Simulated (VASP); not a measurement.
# BaTiO3 (P4mm) in VASP: settings compared

One crystal, BaTiO3, is run at these levels: PBEsol, RPBE; tasks: relaxation of cell and atoms.

All numbers are computed with VASP 6.6.1; they aren't measurements. Logs are shortened: lines on timing, memory, paths and dates and some standing lists are left out, and cuts for length are marked.

## (1) Starting point

The structure is tetragonal, space group P4mm (No. 99). The conventional cell has a = 3.990 Å, b = 3.990 Å, c = 4.103 Å, α = 90.00°, β = 90.00°, γ = 90.00°. Ba (site symmetry 4mm) has 12 O at 2.81 to 2.92 Å as nearest neighbours. Ti (site symmetry 4mm) is surrounded by 5 O at 1.84 to 2.00 Å. Around O (site symmetry 2mm) lie 2 Ti at 2.00 Å. O (site symmetry 4mm) has 1 Ti at 1.84 Å as nearest neighbours.

The cell is a database's computed one.

## (2) Relaxation of cell and atoms, PBEsol

Input file INCAR:

```
ALGO = Normal ; EDIFF = 1E-7
EDIFFG = -0.005 ; ENCUT = 580
GGA = PS ; IBRION = 2
ISIF = 3 ; ISMEAR = 0
LASPH = T ; LCHARG = F
LREAL = F ; LWAVE = F
NELM = 60 ; NSW = 90
PREC = Accurate ; SIGMA = 0.02
```

Input file KPOINTS:

```
k-points
0
Gamma
  8 8 8
```

Input file POSCAR:

```
BaTiO3
1.0
    3.9903792100      0.0000000000      0.0000000000
    0.0000000000      3.9903792100      0.0000000000
    0.0000000000      0.0000000000      4.1026553900
Ba Ti O
1 1 3
Direct
    0.5000000000      0.5000000000      0.5825414600
    0.0000000000      0.0000000000      0.1000427000
    0.0000000000      0.5000000000      0.0642205400
    0.5000000000      0.0000000000      0.0642205400
    0.0000000000      0.0000000000      0.5489717500
```

Potentials or basis: VASP PAW PBE potentials, release 64 (Ba_sv, Ti, O).

Launch:

```sh
$ cat potpaw_PBE.64/Ba_sv/POTCAR potpaw_PBE.64/Ti/POTCAR potpaw_PBE.64/O/POTCAR > POTCAR
$ mpirun -np 1 vasp_std > vasp.out
```

OUTCAR:

```text
EDIFF = 1E-7
   EDIFFG = -0.005
   ENCUT = 580
   GGA = PS
   IBRION = 2
   ISIF = 3
   ISMEAR = 0
   LASPH = T
   LREAL = F
   NELM = 60
   NSW = 90
   PREC = Accurate

 ion  position               nearest neighbor table
   1  0.500  0.500  0.583-   3 2.81   4 2.81   4 2.81   3 2.81   5 2.82   5 2.82   5 2.82   5 2.82
                             3 2.92   4 2.92   3 2.92   4 2.92   2 3.45   2 3.45   2 3.45   2 3.45
   2  0.000  0.000  0.100-   5 1.84   4 2.00   3 2.00   3 2.00   4 2.00   5 2.26   1 3.45   1 3.45
                             1 3.45   1 3.45   1 3.53   1 3.53   1 3.53   1 3.53
   3  0.000  0.500  0.064-   2 2.00   2 2.00   1 2.81   1 2.81   1 2.92   1 2.92
   4  0.500  0.000  0.064-   2 2.00   2 2.00   1 2.81   1 2.81   1 2.92   1 2.92
   5  0.000  0.000  0.549-   2 1.84   2 2.26   1 2.82   1 2.82   1 2.82   1 2.82

  LATTYP: Found a simple tetragonal cell.
 ALAT       =     3.9903792100
 C/A-ratio  =     1.0281367194

  Lattice vectors:

 A1 = (   3.9903792100,   0.0000000000,   0.0000000000)
 A2 = (   0.0000000000,   3.9903792100,   0.0000000000)
 A3 = (   0.0000000000,   0.0000000000,   4.1026553900)

Analysis of symmetry for initial positions (statically):
=====================================================================
 Subroutine PRICEL returns:
 Original cell was already a primitive cell.

 Routine SETGRP: Setting up the symmetry group for a
 simple tetragonal supercell.

 Subroutine GETGRP returns: Found  8 space group operations
 (whereof  8 operations were pure point group operations)
 out of a pool of 16 trial point group operations.

The static configuration has the point symmetry C_4v.

Analysis of symmetry for dynamics (positions and initial velocities):
=====================================================================
 Subroutine PRICEL returns:
 Original cell was already a primitive cell.

 Routine SETGRP: Setting up the symmetry group for a
 simple tetragonal supercell.

 Subroutine GETGRP returns: Found  8 space group operations
 (whereof  8 operations were pure point group operations)
 out of a pool of 16 trial point group operations.

The dynamic configuration has the point symmetry C_4v.

 Subroutine INISYM returns: Found  8 space group operations
 (whereof  8 operations are pure point group operations),
 and found     1 'primitive' translations

----------------------------------------------------------------------------------------

                                     Primitive cell

  volume of cell :      65.3271

  direct lattice vectors                    reciprocal lattice vectors
     3.990379210  0.000000000  0.000000000     0.250602749  0.000000000  0.000000000
     0.000000000  3.990379210  0.000000000     0.000000000  0.250602749  0.000000000
     0.000000000  0.000000000  4.102655390     0.000000000  0.000000000  0.243744576

  length of vectors
     3.990379210  3.990379210  4.102655390     0.250602749  0.250602749  0.243744576

  position of ions in fractional coordinates (direct lattice)
     0.500000000  0.500000000  0.582541460
     0.000000000  0.000000000  0.100042700
     0.000000000  0.500000000  0.064220540
     0.500000000  0.000000000  0.064220540
     0.000000000  0.000000000  0.548971750

  ion indices of the primitive-cell ions
   primitive index   ion index
                 1           1
                 2           2
                 3           3
                 4           4
                 5           5

----------------------------------------------------------------------------------------

 KPOINTS: k-points

Automatic generation of k-mesh.
 Grid dimensions read from file:
 generate k-points for:    8    8    8

 Generating k-lattice:

  Cartesian coordinates                     Fractional coordinates (reciprocal lattice)
     0.031325344  0.000000000  0.000000000     0.125000000  0.000000000  0.000000000
     0.000000000  0.031325344  0.000000000     0.000000000  0.125000000  0.000000000
     0.000000000  0.000000000  0.030468072     0.000000000  0.000000000  0.125000000

[... 46 lines left out ...]
  volume/ion in A,a.u.               =      13.07        88.17
  Fermi-wavevector in a.u.,A,eV,Ry     =   1.290507  2.438705 22.659256  1.665408
  Thomas-Fermi vector in A             =   2.422334
   LORBIT       =      0    0 simple, 1 ext, 2 COOP (PROOUT), +10 PAW based schemes
   GGA     = PS    functional components
   LHFCALC =     F    Hartree Fock is set to
   AEXX    =    0.0000 exact exchange contribution
   IVDW    =     0    specifies the selected vdW correction
   LEPSILON=     F    determine dielectric tensor
   LRPA    =     F    only Hartree local field effects (RPA)
 conjugate gradient relaxation of ions
 non-spin polarized calculation
 Gauss-broadening in eV      SIGMA  =   0.02
  energy-cutoff  :      580.00
  volume of cell :       65.33
 maximum number of plane-waves:      2090
 NGX is ok and might be reduce to    32
   NGX = 15   NGY = 15   NGZ = 17

--------------------------------------- Ionic step        1  -------------------------------------------

 number of electron      32.0000006 magnetization

 Free energy of the ion-electron system (eV)
  ---------------------------------------------------
  ext. energy  EPLUGINS =         0.00000000
  ---------------------------------------------------
  free energy    TOTEN  =       -41.61621258 eV

  energy without entropy =      -41.61621258  energy(sigma->0) =      -41.61621258

------------------------ aborting loop because EDIFF is reached ----------------------------------------

  FORCE on cell =-STRESS in cart. coord.  units (eV):
  Direction    XX          YY          ZZ          XY          YZ          ZX
  --------------------------------------------------------------------------------------
  -------------------------------------------------------------------------------------
  Total       -0.9169310     -0.9169310     -0.4175685      0.0000000      0.0000000      0.0000000
  in kB      -22.4881563    -22.4881563    -10.2410603      0.0000000      0.0000000      0.0000000
  external PRESSURE =     -18.4057910 kB  Pullay stress =       0.0000000 kB
[... 98 lines left out ...]
  FREE ENERGIE OF THE ION-ELECTRON SYSTEM (eV)
  ---------------------------------------------------
  free  energy   TOTEN  =       -41.6254356960 eV

  energy  without entropy=      -41.6254356960  energy(sigma->0) =      -41.62543570

[... ionic steps 4 to 14 ...]

--------------------------------------- Ionic step       15  -------------------------------------------

 number of electron      31.9999997 magnetization

------------------------ aborting loop because EDIFF is reached ----------------------------------------
[... 73 lines left out ...]
--------------------------------------- Ionic step       17  -------------------------------------------

 number of electron      31.9999997 magnetization

 Free energy of the ion-electron system (eV)
  ---------------------------------------------------
  ext. energy  EPLUGINS =         0.00000000
  ---------------------------------------------------
  free energy    TOTEN  =       -41.63223699 eV

  energy without entropy =      -41.63223699  energy(sigma->0) =      -41.63223699

 E-fermi :   2.4859     XC(G=0): -11.4110

 val. band max:        2.3195590176   @ k =   0.5000   0.5000   0.5000
 cond. band min:       3.9389408769   @ k =   0.0000   0.0000   0.0000
 fundamental gap:      1.6193818593
 Fermi energy:         2.4859075114

 k-point     1 :       0.0000    0.0000    0.0000
  band No.  band energies     occupation
      1     -22.4855      2.00000
      2     -14.5707      2.00000
      3     -13.8833      2.00000
      4     -13.8380      2.00000
      5      -7.6823      2.00000
      6      -7.6587      2.00000
[... 541 lines left out ...]
     19       5.7748      0.00000
     20       6.8059      0.00000

 [... further k-points ...]

------------------------ aborting loop because EDIFF is reached ----------------------------------------

  FORCE on cell =-STRESS in cart. coord.  units (eV):
  Direction    XX          YY          ZZ          XY          YZ          ZX
  --------------------------------------------------------------------------------------
  -------------------------------------------------------------------------------------
  Total        0.0188574      0.0188574      0.0074059      0.0000000      0.0000000      0.0000000
  in kB        0.4729919      0.4729919      0.1857580      0.0000000      0.0000000      0.0000000
  external PRESSURE =       0.3772473 kB  Pullay stress =       0.0000000 kB
[... 20 lines left out ...]
  FREE ENERGIE OF THE ION-ELECTRON SYSTEM (eV)
  ---------------------------------------------------
  free  energy   TOTEN  =       -41.6322369950 eV

  energy  without entropy=      -41.6322369950  energy(sigma->0) =      -41.63223699

 reached required accuracy - stopping structural energy minimisation
```

It took 5.6 min on 1 thread of Intel Xeon Platinum 8559C (Emerald Rapids), shared host; peak memory 0.28 GiB.

What came out:

```yaml
Free_energy: -41.6322 eV
Relaxed_volume: 12.78 Å³/atom
Relaxed_cell: a = 3.982 Å, b = 3.982 Å, c = 4.028 Å, α = 90.00°, β = 90.00°, γ = 90.00°
Space_group_after_relaxing_to_0.05_Å: P4mm (No. 99)
Energy_gained_by_relaxing: 3.2 meV/atom
Ionic_steps: 17
Pressure_after_relaxing: 0.0 GPa
Largest_force_after_relaxing: 0.004 eV/Å
Band_gap_on_the_k_mesh: 1.62 eV, indirect (least direct gap 1.88 eV)
```

Forces in eV/Å, atoms in the order of the input:
```
Ba   0.000  0.000 -0.004
Ti   0.000  0.000 -0.001
O    0.000  0.000  0.000
O    0.000  0.000  0.000
O    0.000  0.000  0.004
```

The path:
```csv
step,energy change (eV),largest force (eV/Å),pressure (GPa),volume (Å³)
1,0.0000,0.2974,-1.84,65.33
2,-0.0079,0.1677,1.32,63.92
3,-0.0092,0.2009,0.41,64.30
4,-0.0115,0.0325,-0.29,64.37
5,-0.0115,0.0368,-0.42,64.38
6,-0.0135,0.0458,-0.20,64.21
7,-0.0146,0.0677,0.16,63.97
8,-0.0152,0.0488,-0.06,64.02
9,-0.0155,0.0345,-0.39,64.10
10,-0.0158,0.0380,-0.15,63.99
11,-0.0159,0.0517,0.01,63.91
12,-0.0160,0.0254,-0.01,63.91
13,-0.0160,0.0100,-0.03,63.90
14,-0.0160,0.0096,-0.03,63.90
15,-0.0160,0.0098,-0.03,63.90
16,-0.0160,0.0066,0.01,63.89
17,-0.0160,0.0043,0.04,63.88
```

Final structure:
```
Ba Ti O
1.0
     3.98215    0.00000    0.00000
     0.00000    3.98215    0.00000
     0.00000    0.00000    4.02814
Ba Ti O
1 1 3
Direct
  0.50000 0.50000 0.57843
  0.00000 0.00000 0.08975
  0.00000 0.50000 0.06594
  0.50000 0.00000 0.06594
  0.00000 0.00000 0.55995
```

Levels at points of the mesh, in eV from the valence-band top:
| k point | band 14 | band 15 | band 16 | band 17 | band 18 | band 19 |
| --- | --- | --- | --- | --- | --- | --- |
| (0.00, 0.00, 0.00) | -0.28 | -0.26 | -0.26 | 1.62 | 1.82 | 1.82 |
| (0.50, 0.00, 0.00) | -1.79 | -0.94 | -0.83 | 1.95 | 3.40 | 3.43 |
| (0.50, 0.50, 0.00) | -0.94 | -0.94 | -0.09 | 3.44 | 3.44 | 3.83 |
| (0.00, 0.00, 0.50) | -1.96 | -0.69 | -0.69 | 1.77 | 3.39 | 3.39 |
| (0.50, 0.00, 0.50) | -0.93 | -0.91 | -0.20 | 3.40 | 3.42 | 3.78 |
| (0.50, 0.50, 0.50) | -0.11 | -0.11 | 0.00 | 4.04 | 4.04 | 4.08 |

Caveat: the PAW data sets were made with another functional, which shifts forces and pressure a little; spin-orbit coupling is left out, which moves the levels of the heavy elements. A k mesh can miss the band edges.

## (3) Relaxation of cell and atoms, PBEsol

Edit INCAR of step 2 so:

```diff
@@ -1,3 +1,3 @@
 ALGO = Normal ; EDIFF = 1E-7
-EDIFFG = -0.005 ; ENCUT = 580
+EDIFFG = -0.005 ; ENCUT = 480
 GGA = PS ; IBRION = 2
```

KPOINTS is that of step 2.

POSCAR is that of step 2.

Potentials or basis: VASP PAW PBE potentials, release 64 (Ba_sv, Ti_sv, O_s).

Launch:

```sh
$ cat potpaw_PBE.64/Ba_sv/POTCAR potpaw_PBE.64/Ti_sv/POTCAR potpaw_PBE.64/O_s/POTCAR > POTCAR
$ mpirun -np 1 vasp_std > vasp.out
```

Wall time 6.7 min (1 thread of Intel Xeon Platinum 8559C (Emerald Rapids), shared host); peak memory 0.25 GiB.

The run converged. Its results:

```yaml
Free_energy: -41.9932 eV
Relaxed_volume: 12.78 Å³/atom
Relaxed_cell: a = 3.970 Å, b = 3.970 Å, c = 4.053 Å, α = 90.00°, β = 90.00°, γ = 90.00°
Space_group_after_relaxing_to_0.05_Å: P4mm (No. 99)
Energy_gained_by_relaxing: 2.6 meV/atom
Ionic_steps: 14
Pressure_after_relaxing: 0.0 GPa
Largest_force_after_relaxing: 0.004 eV/Å
Band_gap_on_the_k_mesh: 1.75 eV, indirect (least direct gap 2.15 eV)
```

Forces on the atoms (eV/Å):
```
Ba   0.000  0.000 -0.002
Ti   0.000  0.000  0.004
O    0.000  0.000 -0.001
O    0.000  0.000 -0.001
O    0.000  0.000  0.000
```

Step by step:
| step | energy change (eV) | largest force (eV/Å) | pressure (GPa) | volume (Å³) |
| --- | --- | --- | --- | --- |
| 1 | 0.0000 | 0.0325 | -2.97 | 65.33 |
| 2 | 0.0009 | 0.3776 | 3.27 | 63.06 |
| 3 | -0.0107 | 0.1708 | -0.02 | 64.20 |
| 4 | -0.0118 | 0.0318 | -0.02 | 64.08 |
| 5 | -0.0118 | 0.0224 | -0.02 | 64.08 |
| 6 | -0.0122 | 0.0144 | -0.01 | 64.03 |
| 7 | -0.0126 | 0.0334 | 0.03 | 63.94 |
| 8 | -0.0127 | 0.0227 | -0.07 | 63.95 |
| 9 | -0.0128 | 0.0214 | -0.15 | 63.95 |
| 10 | -0.0128 | 0.0199 | 0.19 | 63.81 |
| 11 | -0.0128 | 0.0154 | 0.05 | 63.87 |
| 12 | -0.0128 | 0.0157 | 0.04 | 63.88 |
| 13 | -0.0128 | 0.0061 | 0.00 | 63.89 |
| 14 | -0.0128 | 0.0044 | -0.01 | 63.89 |

Final structure:
```xyz
5
Lattice="3.9701 0.0000 0.0000 0.0000 3.9701 0.0000 0.0000 0.0000 4.0534" Properties=species:S:1:pos:R:3 pbc="T T T"
Ba    1.9851    1.9851    2.3555
Ti    0.0000    0.0000    0.3903
O     0.0000    1.9851    0.2615
O     1.9851    0.0000    0.2615
O     0.0000    0.0000    2.2439
```

Levels at points of the mesh, in eV from the valence-band top:
```
           k point  band 18  band 19  band 20  band 21  band 22  band 23
(0.00, 0.00, 0.00)    -0.48    -0.40    -0.40     1.75     2.09     2.09
(0.50, 0.00, 0.00)    -1.77    -1.16    -1.00     2.22     3.55     3.61
(0.50, 0.50, 0.00)    -1.02    -1.02    -0.08     3.63     3.63     4.01
(0.00, 0.00, 0.50)    -2.03    -0.74    -0.74     1.91     3.55     3.55
(0.50, 0.00, 0.50)    -1.00    -0.97    -0.29     3.57     3.58     3.92
(0.50, 0.50, 0.50)    -0.20    -0.20     0.00     4.20     4.20     4.24
```

Caveat: the PAW data sets were made with another functional, which shifts forces and pressure a little; spin-orbit coupling is left out, which moves the levels of the heavy elements.

## (4) Relaxation of cell and atoms, RPBE

Input file INCAR:

```
ALGO = Normal ; EDIFF = 1E-7
EDIFFG = -0.005 ; ENCUT = 600
GGA = RP ; IBRION = 2
ISIF = 3 ; ISMEAR = 0
LASPH = T ; LCHARG = F
LREAL = F ; LWAVE = F
NELM = 60 ; NSW = 90
PREC = Accurate ; SIGMA = 0.02
```

KPOINTS is that of step 3.

POSCAR is that of step 3.

Potentials or basis: VASP PAW PBE potentials, release 64 (Ba_sv, Ti_sv, O).

Launch:

```sh
$ cat potpaw_PBE.64/Ba_sv/POTCAR potpaw_PBE.64/Ti_sv/POTCAR potpaw_PBE.64/O/POTCAR > POTCAR
$ mpirun -np 1 vasp_std > vasp.out
```

It took 20 min on 1 thread of Intel Xeon Platinum 8559C (Emerald Rapids), shared host; peak memory 0.33 GiB.

Results (log left out):

```
Free energy                            : -38.0511 eV
Relaxed volume                         : 14.25 Å³/atom
Relaxed cell                           : a = 3.998 Å, b = 3.998 Å, c = 4.459 Å, α = 90.00°, β = 90.00°, γ = 90.00°
Space group after relaxing (to 0.05 Å) : P4mm (No. 99)
Energy gained by relaxing              : 22.0 meV/atom
Ionic steps                            : 38
Pressure after relaxing                : 0.0 GPa
Largest force after relaxing           : 0.005 eV/Å
Band gap on the k mesh                 : 1.79 eV, indirect (least direct gap 2.47 eV)
```

Forces on the atoms (eV/Å):
```
Ba   0.000  0.000  0.002
Ti   0.000  0.000  0.002
O    0.000  0.000  0.000
O    0.000  0.000  0.000
O    0.000  0.000 -0.005
```

The path:
| step | energy change (eV) | largest force (eV/Å) | pressure (GPa) | volume (Å³) |
| --- | --- | --- | --- | --- |
| 1 | 0.0000 | 0.0611 | 7.10 | 65.33 |
| 2 | -0.0227 | 0.7803 | -4.93 | 70.96 |
| 3 | -0.0642 | 0.4335 | -0.04 | 68.35 |
| 4 | -0.0757 | 0.1921 | 0.06 | 68.71 |
| 5 | -0.0779 | 0.1028 | 0.20 | 68.92 |
| 6 | -0.0870 | 0.1198 | -0.02 | 69.34 |
| 7 | -0.0990 | 0.2712 | -0.26 | 70.51 |
| 8 | -0.0992 | 0.4054 | -0.46 | 70.36 |
| 9 | -0.1030 | 0.1414 | -0.40 | 70.44 |
| 10 | -0.1045 | 0.0835 | 0.90 | 69.90 |
| 11 | -0.1047 | 0.0992 | 0.55 | 70.04 |
| 12 | -0.1070 | 0.0534 | 0.38 | 70.25 |
| 13 | -0.1080 | 0.0557 | 0.20 | 70.51 |
| 14 | -0.1078 | 0.1767 | -0.53 | 70.87 |
| 15 | -0.1084 | 0.0538 | -0.13 | 70.67 |
| 16 | -0.1090 | 0.0579 | 0.04 | 70.67 |
| 17 | -0.1092 | 0.0681 | 0.25 | 70.66 |
| 18 | -0.1096 | 0.0291 | 0.22 | 70.78 |
| 19 | -0.1098 | 0.0599 | 0.18 | 70.99 |
| 20 | -0.1099 | 0.0313 | -0.14 | 71.21 |
| 21 | -0.1099 | 0.0306 | -0.07 | 71.16 |
| 22 | -0.1100 | 0.0234 | -0.04 | 71.15 |
| 23 | -0.1100 | 0.0235 | -0.01 | 71.13 |
| 24 | -0.1100 | 0.0097 | 0.06 | 71.11 |
| 25 | -0.1100 | 0.0115 | 0.10 | 71.11 |
| 26 | -0.1101 | 0.0090 | 0.04 | 71.15 |
| 27 | -0.1101 | 0.0060 | -0.03 | 71.20 |
| 28 | -0.1101 | 0.0068 | -0.01 | 71.19 |
| 29 | -0.1101 | 0.0073 | -0.02 | 71.19 |
| 30 | -0.1101 | 0.0145 | -0.03 | 71.20 |
| 31 | -0.1101 | 0.0114 | -0.01 | 71.19 |
| 32 | -0.1101 | 0.0068 | 0.05 | 71.18 |
| 33 | -0.1101 | 0.0082 | 0.04 | 71.18 |
| 34 | -0.1101 | 0.0054 | 0.03 | 71.19 |
| 35 | -0.1101 | 0.0126 | 0.02 | 71.23 |
| 36 | -0.1101 | 0.0063 | -0.01 | 71.24 |
| 37 | -0.1101 | 0.0063 | -0.03 | 71.26 |
| 38 | -0.1101 | 0.0047 | -0.02 | 71.26 |

Final structure:
```xyz
5
Lattice="3.9978 0.0000 0.0000 0.0000 3.9978 0.0000 0.0000 0.0000 4.4587" Properties=species:S:1:pos:R:3 pbc="T T T"
Ba    1.9989    1.9989    2.7035
Ti    0.0000    0.0000    0.5325
O     0.0000    1.9989    0.2504
O     1.9989    3.9978    0.2504
O     0.0000    0.0000    2.3270
```

Levels at points of the mesh, in eV from the valence-band top:
| k point | band 18 | band 19 | band 20 | band 21 | band 22 | band 23 |
| --- | --- | --- | --- | --- | --- | --- |
| (0.00, 0.00, 0.00) | -1.48 | -0.68 | -0.68 | 1.79 | 2.72 | 2.72 |
| (0.50, 0.00, 0.00) | -1.94 | -1.82 | -1.72 | 2.72 | 3.24 | 3.36 |
| (0.50, 0.50, 0.00) | -1.26 | -1.26 | -0.04 | 3.41 | 3.41 | 3.45 |
| (0.00, 0.00, 0.50) | -1.96 | -0.75 | -0.75 | 1.87 | 3.28 | 3.28 |
| (0.50, 0.00, 0.50) | -1.45 | -1.26 | -0.83 | 3.29 | 3.31 | 3.38 |
| (0.50, 0.50, 0.50) | -0.82 | -0.82 | 0.00 | 3.61 | 3.61 | 3.82 |

Caveat: the PAW data sets were made with another functional, which shifts forces and pressure a little; spin-orbit coupling is left out, which moves the levels of the heavy elements. A k mesh can miss the band edges.

## (5) The runs side by side

| level | potentials or basis | cutoff (eV) | gap on the mesh (eV) | pressure (GPa) | relaxed volume (Å³/atom) |
| --- | --- | --- | --- | --- | --- |
| PBEsol | VASP PAW PBE potentials, release 64 (Ba_sv, Ti, O) | 580 | 1.62 | 0.0 | 12.78 |
| PBEsol | VASP PAW PBE potentials, release 64 (Ba_sv, Ti_sv, O_s) | 480 | 1.75 | 0.0 | 12.78 |
| RPBE | VASP PAW PBE potentials, release 64 (Ba_sv, Ti_sv, O) | 600 | 1.79 | 0.0 | 14.25 |

Alike in all rows: task relaxation of cell and atoms; no spin polarisation; cell relaxed; k mesh 8 × 8 × 8; smearing gaussian 0.02 eV.

Caveats: the PAW data sets were made with another functional, which shifts forces and pressure a little; spin-orbit coupling is left out, which moves the levels of the heavy elements.

Absolute energies hang on the potentials; compare differences alone.
